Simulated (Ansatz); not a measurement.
**SiC (P6_3mc), random displacements**

The calculation used DFT PBE, scalar-relativistic, plane waves, PAW in Ansatz. Settings: plane waves to 420 eV, k-mesh 12×12×4 (Γ-centred), Gaussian smearing 0.05 eV. No spin polarisation. Energies are free energies at this smearing, counted from the undisturbed cell; pressure is positive in compression.

Reference structure (as given, not relaxed at this level):

```xyz
8
Lattice="3.0757 0.0000 0.0000 -1.5378 2.6636 0.0000 0.0000 0.0000 10.0706" Properties=species:S:1:pos:R:3 pbc="T T T"
Si    1.5378    0.8879    9.4447
Si    0.0000    1.7758    4.4094
Si    0.0000    0.0000    6.9275
Si    0.0000    0.0000    1.8922
C     1.5378    0.8879    7.5510
C     0.0000    1.7758    2.5157
C     0.0000    0.0000    5.0400
C     0.0000    0.0000    0.0046
```

The atoms are displaced (Å, in the unstrained cell):

| atom | ux | uy | uz |
| --- | --- | --- | --- |
| Si1 | 0.153 | -0.033 | -0.168 |
| Si2 | 0.123 | 0.247 | -0.007 |
| Si3 | -0.286 | -0.152 | -0.206 |
| Si4 | 0.058 | -0.092 | 0.088 |
| C5 | -0.005 | -0.009 | -0.008 |
| C6 | -0.093 | 0.013 | 0.050 |
| C7 | 0.012 | 0.085 | 0.056 |
| C8 | 0.037 | -0.059 | 0.195 |

Strain (Voigt, engineering shear): (-0.0057, 0.0041, -0.0068, -0.0107, 0.0090, 0.0138).

Question: What are the energy change, the stress and the forces?

Answer: ΔE = 451.0 meV/atom; stress (xx, yy, zz, yz, xz, xy; compression positive) (14.44, 1.26, 29.91, -1.17, 2.41, -5.53) GPa.
| atom | Fx (eV/Å) | Fy | Fz |
| --- | --- | --- | --- |
| Si1 | -0.85 | 0.04 | 7.00 |
| Si2 | -3.07 | -2.75 | -0.81 |
| Si3 | 2.15 | 0.31 | 6.96 |
| Si4 | -3.86 | 2.59 | -1.36 |
| C5 | -1.81 | -0.31 | -3.19 |
| C6 | 4.42 | -2.07 | 1.93 |
| C7 | 2.43 | 2.17 | -4.59 |
| C8 | 0.58 | 0.02 | -5.94 |

Cost: 1 run of about 0.7 core-minutes, on Arm Neoverse V2 (shared hosts).